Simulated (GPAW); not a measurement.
# GaN (P6_3mc) in GPAW: settings compared, part 2 of 2

GPAW 26.7.0. The steps go on from the part before.

### Step 3. Dielectric tensor, LDA

Input file run.py:

```python
import numpy as np
from ase import Atoms
from ase.dft.bandgap import bandgap
from ase.io import write
from gpaw import GPAW, PW
from gpaw.response.df import DielectricFunction

atoms = Atoms(['Ga', 'Ga', 'N', 'N'],
              cell=[[3.18, 0.0, 0.0],
                    [-1.59, 2.753960784, 0.0],
                    [0.0, 0.0, 5.166]],
              scaled_positions=[[0.6666666667, 0.3333333333, 0.5],
                                [0.3333333333, 0.6666666667, 0.0],
                                [0.6666666667, 0.3333333333, 0.875],
                                [0.3333333333, 0.6666666667, 0.375]],
              pbc=True)

calc = GPAW(mode=PW(600),
            xc='LDA',
            kpts={'size': (8, 8, 4), 'gamma': True},
            occupations={'name': 'fermi-dirac', 'width': 0.001},
            nbands=18,
            convergence={'density': 1e-06},
            maxiter=150,
            txt='gpaw.txt')
atoms.calc = calc
energy = atoms.get_potential_energy()
calc.write('gs.gpw')
write('result.traj', atoms)
print(f'Energy: {energy:.6f} eV')
print('Fermi level:', round(calc.get_fermi_level(), 4), 'eV')
print(f'Gap: {bandgap(calc)[0]:.4f} eV, direct: {bandgap(calc, direct=True)[0]:.4f} eV')

for size in [(12, 12, 7), (17, 17, 9)]:
    name = 'x'.join(str(n) for n in size)
    dense = calc.fixed_density(kpts={'size': size, 'gamma': True},
                               nbands=54, convergence={'bands': 48, 'eigenstates': 1e-7},
                               update_fermi_level=True, txt=f'dense-{name}.txt')
    dense.write(f'{name}.gpw', mode='all')
    df = DielectricFunction(f'{name}.gpw', frequencies=np.array([0.0]), hilbert=False, eta=0.001,
                            ecut=80, nbands=48, intraband=False, txt=f'df-{name}.txt')
    for xc in ['RPA', 'LR0.2', 'LR0.3']:
        for direction in ['x', 'y', 'z', [0, 1, 1], [1, 0, 1], [1, 1, 0]]:
            e0, e = df.get_macroscopic_dielectric_constant(xc=xc, direction=direction)
            print(f'{name} {xc} {direction}: {e0:.4f} without, {e:.4f} with local fields')
```

Potentials or basis: the program's PAW data sets (release 1.2.1) made for this functional, pw.

Run with:

```bash
$ OMP_NUM_THREADS=1 python run.py
```

gpaw.txt:

```text
__  _  _
 | _ |_)|_||  |
 |__||  | ||/\| - 26.7.0

Input parameters:
  mode=PW(ecut=600.0),
  convergence={'density': 1e-06},
  kpts=MonkhorstPack(size=(8, 8, 4), gamma=True),
  maxiter=150,
  nbands=18,
  occupations=Occupations(name='fermi-dirac', width=0.001),
  xc=XC(name='LDA')

Diagonalizing LCAO Hamiltonian
Converting LCAO to pw mode

           N

           Ga
        N

        Ga

Atoms  # Å, Bohr magnetons
|   | symbol |         x |        y |        z |    initial magnetic moments |
|---|--------|-----------|----------|----------|-----------------------------|
| 0 |     Ga |  1.590000 | 0.917987 | 2.583000 | ( 0.0000,  0.0000,  0.0000) |
| 1 |     Ga | -0.000000 | 1.835974 | 0.000000 | ( 0.0000,  0.0000,  0.0000) |
| 2 |      N |  1.590000 | 0.917987 | 4.520250 | ( 0.0000,  0.0000,  0.0000) |
| 3 |      N | -0.000000 | 1.835974 | 1.937250 | ( 0.0000,  0.0000,  0.0000) |

Unit cell  # Å
| periodic |         x |        y |        z |  lengths |     angles |
|----------|-----------|----------|----------|----------|------------|
|      yes |  3.180000 | 0.000000 | 0.000000 | 3.180000 |  90.000000 |
|      yes | -1.590000 | 2.753961 | 0.000000 | 3.180000 |  90.000000 |
|      yes |  0.000000 | 0.000000 | 5.166000 | 5.166000 | 120.000000 |

Number of symmetries: 6
Symmetry operations  # r_c * U_cc + t_c -> r_c
|   | kind |            matrix            |
|---|------|------------------------------|
| 0 |  σ   |  1, 1, 0,  0,-1, 0,  0, 0, 1 |
| 1 |  E   |  1, 0, 0,  0, 1, 0,  0, 0, 1 |
| 2 |  C3  |  0, 1, 0, -1,-1, 0,  0, 0, 1 |
| 3 |  σ   |  0,-1, 0, -1, 0, 0,  0, 0, 1 |
| 4 |  σ   | -1, 0, 0,  1, 1, 0,  0, 0, 1 |
| 5 |  C3  | -1,-1, 0,  1, 0, 0,  0, 0, 1 |

BZ-sampling:
  Number of BZ points: 256
  Number of IBZ points: 35

  Monkhorst-Pack size: [8, 8, 4]
  Monkhorst-Pack shift: [0.0625, 0.0625, 0.125]

K-points  # in reciprocal-cell coordinates
|     |                                coordinates |     weight |
|-----|--------------------------------------------|------------|
|   0 | (  0.00000000,   0.00000000,   0.00000000) | 0.00390625 |
|   1 | (  0.00000000,   0.00000000,   0.25000000) | 0.00781250 |
|   2 | (  0.00000000,   0.00000000,   0.50000000) | 0.00390625 |
|   3 | (  0.12500000,   0.00000000,  -0.25000000) | 0.02343750 |
|   4 | (  0.12500000,   0.00000000,   0.00000000) | 0.02343750 |
|   5 | (  0.12500000,   0.00000000,   0.25000000) | 0.02343750 |
|   6 | (  0.12500000,   0.00000000,   0.50000000) | 0.02343750 |
|   7 | (  0.25000000,  -0.12500000,   0.00000000) | 0.02343750 |
|   8 | (  0.25000000,  -0.12500000,   0.25000000) | 0.04687500 |
|   9 | (  0.25000000,  -0.12500000,   0.50000000) | 0.02343750 |
| ... |                                            |            |
|  34 | (  0.50000000,   0.50000000,   0.50000000) | 0.01171875 |

Plane wave coefficients: 1532
Cutoff: 600.0 eV

Spin-components: 1 (collinear spins)
Bands:           18
Projectors:      20
Spin-degeneracy: 2
Datatype:        complex128

Parallelization:
  kpt:    1
  domain: 1
  band:   1

Density:
  Valence electrons: 16.0
  Components: 1
  Grid points: [18 18 30]
  Charge: 0.0  # |e|

Potential:
  Grid points: [18 18 30]

species:
  Ga:
    name:    Gallium
    Z:       31.0
    valence: 3
    core:    28
    charge:  0.0  # [|e|]
    compensation charges:
      type: gauss
      rc: 0.37  # [Å]
      lmax: 2
    cutoffs:
      filter: 2.06  # [Å]
      core: 4.17  # [Å]
    projectors
    | kind |    occ | energy [eV] | rcut [Å] |
    |------|--------|-------------|----------|
    |   4s |  2.000 |      -9.167 |    1.164 |
    |   4p |  1.000 |      -2.734 |    1.164 |
    |    s |        |      18.045 |    1.164 |
    |    p |        |      24.478 |    1.164 |
    |    d |        |       0.000 |    1.164 |

    Using partial waves for Ga as LCAO basis

  N:
    name:    Nitrogen
    Z:       7.0
    valence: 5
    core:    2
    charge:  0.0  # [|e|]
    compensation charges:
      type: gauss
      rc: 0.18  # [Å]
      lmax: 2
    cutoffs:
      filter: 1.11  # [Å]
      core: 0.96  # [Å]
    projectors
    | kind |    occ | energy [eV] | rcut [Å] |
    |------|--------|-------------|----------|
    |   2s |  2.000 |     -18.420 |    0.603 |
    |   2p |  3.000 |      -7.237 |    0.529 |
    |    s |        |       8.791 |    0.603 |
    |    p |        |      19.974 |    0.529 |
    |    d |        |       0.000 |    0.577 |

    Using partial waves for N as LCAO basis

Reference energy: -108557.861093  # eV

eigensolver:
  PPCG
  Converge bands: occupied
  niter=2

density mixing:
  MSR1-Mixer
  Pratt-step length: 0.05
  Maximum mixing coefficient: 0.75
  Old densities: 10
  SVD Regularization: 0.005
  Good broyden scale: 1.0
  Trust region scale: 1.0
  Backstep threshold: 4.0
  History deletion threshold: 6.0
  Fourier metric: weight=20.0, sigma=0.015

occupation numbers:
  Fermi-Dirac:
    width: 0.0010  # eV

poisson solver:
  ecut: 4800.0  # eV

xc functional:
  name: None

convergence criteria:
- Maximum integral of absolute [dens]ity change: 1e-06 electrons / valence electron
- Maximum [total energy] change in last 3 cyles: 0.0005 eV / valence electron
- Maximum integral of absolute [eigenst]ate change: 4e-08 eV^2 / valence electron
maximum number of iterations: 150

SCF iterations
|iter     | |      energy | eigst |  dens |
|---------|-|-------------|-------|-------|
|iter:   1| |  -30.938980 | -0.30 |       |
|iter:   2| |  -30.014329 | -1.89 | -0.58 |
|iter:   3| |  -27.469815 | -0.58 | -0.63 |
|iter:   4| |  -27.441017 | -2.93 | -1.31 |
|iter:   5| |  -27.431344 | -3.42 | -1.59 |
|iter:   6| |  -27.431325 | -5.53 | -2.85 |
|iter:   7| |  -27.431330c| -6.41 | -3.24 |
|iter:   8| |  -27.431330c| -7.65c| -4.23 |
|iter:   9| |  -27.431330c| -7.70c| -4.63 |
|iter:  10| |  -27.431330c| -8.33c| -5.10 |
|iter:  11| |  -27.431330c| -9.30c| -5.90 |
|iter:  12| |  -27.431330c|-10.06c| -6.30c|

Converged in 12 steps
Energy contributions relative to reference atoms: (reference = -108557.861093)

Energy contributions:
  Kinetic:          68.019527
  Coulomb:         -59.446813
  Zero:              0.108247
  External:          0.000000
  Xc:              -36.112291
  Entropy:          -0.000000
  Spinorbit:         0.000000
  ----------------------------
  Free energy:     -27.431330
  Extrapolated:    -27.431330

dipole moment: (-0.000024, -0.000040, -11.624102)  # |e|*Ang

Fermi level: 6.225
Eigenvalues  # (at kpt = [0.000, 0.000, 0.000])
| band index |      eig [eV] | occ [0-2] |
|------------|---------------|-----------|
|          0 |        -9.701 |     2.000 |
|          1 |        -7.238 |     2.000 |
|          2 |        -0.984 |     2.000 |
|          3 |         5.127 |     2.000 |
|          4 |         5.127 |     2.000 |
|          5 |         6.133 |     2.000 |
[... 8 lines left out ...]
|         14 |        17.888 |     0.000 |
|         15 |        17.888 |     0.000 |
|        ... |               |           |
|         17 |        21.436 |     0.000 |

Gap: 2.082 eV
Transition (v -> c):
  (s=0, k=0, n=7, [0.00, 0.00, 0.00]) -> (s=0, k=0, n=8, [0.00, 0.00, 0.00])
No difference between direct/indirect transitions
# Writing to gs.gpw (mode='')
```

Wall time 12 min (1 thread of Arm Neoverse V1, shared host); peak memory 0.9 GiB.

What came out:

* Free energy: -27.4313 eV
* Band gap on the k mesh: 2.08 eV, direct
* Electronic dielectric tensor (diagonal): 5.43, 5.43, 5.52

Electronic dielectric tensor:
```
5.43 0.00 0.00
0.00 5.43 0.00
0.00 0.00 5.52
```

Caveat: the long-wavelength limit can be off by a per cent or two; an odd mesh through Γ misses points on the zone boundary, where band edges often lie.

### Step 4. Comparison with measurements

Step 2. Against the measured gap of GaN, 3.503 eV (direct; quoted in “Studying electronic properties in GaN without electrical contacts using γ-γ vs e−-γ Perturbed Angular Correlations”, 2019, pmc:6823545), the calculated 2.08 eV is off by -1.42 eV. Spin-orbit coupling on Ga is left out. The value is that of PBE, without temperature or zero-point motion. Semilocal functionals fall short of measured gaps as a rule.

Step 3. Against the measured gap of GaN, 3.503 eV (direct; quoted in “Studying electronic properties in GaN without electrical contacts using γ-γ vs e−-γ Perturbed Angular Correlations”, 2019, pmc:6823545), the calculated 2.08 eV is off by -1.42 eV. Spin-orbit coupling on Ga is left out. The value is that of LDA on a finite k mesh, which can miss the band edges, without temperature or zero-point motion. Semilocal functionals fall short of measured gaps as a rule.
